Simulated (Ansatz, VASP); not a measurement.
**ZnCu2: VASP beside Ansatz**

```xyz
3
Lattice="2.5838 0.0000 0.0000 -1.2919 2.2377 0.0000 0.0000 0.0000 6.2934" Properties=species:S:1:pos:R:3 pbc="T T T"
Zn    0.0000    0.0000    0.0000
Cu    0.0000    1.4918    4.1671
Cu    1.2919    0.7459    2.1263
```

The cell comes from a database or a generator and needn't be the stable form of this composition.

Alike in both runs: task single point; functional PBEsol; k mesh 9 × 9 × 4; occupations gaussian, width 0.1 eV; no spin polarisation.

|  | VASP | Ansatz |
| --- | --- | --- |
| version | VASP 6.6.1 | Ansatz 0.2.0 |
| potentials or method | VASP PAW PBE potentials, release 64 (Zn, Cu) | scalar-relativistic, plane waves, PAW |
| plane-wave cutoff (eV) | 520 | 420 |
| valence electrons in the cell | 34 | 50 |

|  | VASP | Ansatz | Ansatz less VASP |
| --- | --- | --- | --- |
| gap on the k mesh at the Fermi level (eV) | none | none | - |
| pressure (GPa) | -0.8 | -1.5 | -0.69 |
| largest component of the traceless stress (GPa) | 1.87 | 1.87 | -0.002 |

A gap of «none» marks a metal or a gap that the smearing closes. The two sets of potentials don't hold the same shells in valence.

Caveats: the PAW data sets were made with another functional, which shifts forces and pressure a little (VASP).
